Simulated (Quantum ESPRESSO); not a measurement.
The system is PtS2.

```
Pt S
1.0
     3.54320    0.00000    0.00000
    -1.77160    3.06850    0.00000
     0.00000    0.00000    5.03880
Pt S
1 2
Direct
  0.00000 0.00000 0.00000
  0.66667 0.33333 0.77300
  0.33333 0.66667 0.22700
```

Base run:

| Property | Result |
| --- | --- |
| Program | Quantum ESPRESSO 7.5 |
| Functional | PBE |
| Potentials or basis | PseudoDojo 0.4.1 SR PBE standard |
| Cutoff | 1143 eV |
| Density cutoff | 4572 eV |
| k mesh | 12 × 12 × 8 |
| Occupations | fixed |
| Spin | no spin polarisation |

Its results: band gap on the k mesh, mean-field level 0.81 eV, indirect (least direct gap 0.95 eV).

**Question.** The run is repeated on the same cell with these changes: k mesh from 12 × 12 × 8 to 9 × 9 × 8. What comes out?

**Answer.** Band gap on the k mesh, mean-field level 0.98 eV, indirect (least direct gap 1.08 eV).

Caveats: spin-orbit coupling is left out, which moves the levels of the heavy elements; an odd mesh through Γ misses points on the zone boundary, where band edges often lie (some runs).

Not every run made on this cell is shown here.
